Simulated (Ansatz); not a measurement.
Runs of Ansatz 0.2.0 on CuI (Marshite). Symmetry: F-43m, No. 216, cubic system. Conventional cell: a = 6.063 Å, b = 6.063 Å, c = 6.063 Å, α = 90.00°, β = 90.00°, γ = 90.00°. Around I (site symmetry -43m) lie 4 Cu at 2.63 Å. Cu (site symmetry -43m) has 4 I at 2.63 Å as nearest neighbours. 

```csv
task,level,cell,k mesh,cutoff (eV),smearing,points for each segment of the path,mesh quality,gap on the mesh (eV),pressure (GPa),relaxed volume (Å³/atom)
band structure,r2SCAN,as given,8 × 8 × 8,500,fermi-dirac 0.05 eV,14,not flagged,1.61,(a),-
single point,PBE,as given,8 × 8 × 8,420,gaussian 0.03 eV,-,not flagged,1.12,0.3,-
relaxation of cell and atoms,PBEsol0,relaxed,4 × 4 × 4,420,fermi-dirac 0.05 eV,-,coarse,3.29,0.0,26.92
relaxation of cell and atoms,revPBE+D3(BJ),relaxed,8 × 8 × 8,420,fermi-dirac 0.05 eV,-,not flagged,1.40,0.0,26.14
relaxation of cell and atoms,PBE0,relaxed,4 × 4 × 4,420,fermi-dirac 0.05 eV,-,coarse,3.29,0.0,28.37
band structure,BLYP,as given,8 × 8 × 8,420,fermi-dirac 0.05 eV,14,not flagged,1.16,3.5,-
relaxation of cell and atoms,RPBE+D4,relaxed,8 × 8 × 8,420,fermi-dirac 0.05 eV,-,not flagged,1.41,0.0,(c)
relaxation of cell and atoms,revPBE+D4,relaxed,8 × 8 × 8,420,fermi-dirac 0.05 eV,-,not flagged,1.37,0.0,(b)
```

Alike in all rows: potentials or basis Ansatz PAW; no spin polarisation.

Q: Fill in the values left out.

A: (a) -0.8; (b) 26.39; (c) 26.34.

Caveats: some runs use coarse meshes; spin-orbit coupling is left out, which moves the levels of the heavy elements; the PAW data sets come from PBE, with cores solved anew for the run's functional, which leaves a small shift of forces and pressure (some runs); the plane-wave basis is chosen anew once the cell has moved, so the energies of steps on either side of that aren't comparable (some runs).

A k mesh can miss the band edges, and the runs leave out spin-orbit coupling on I.
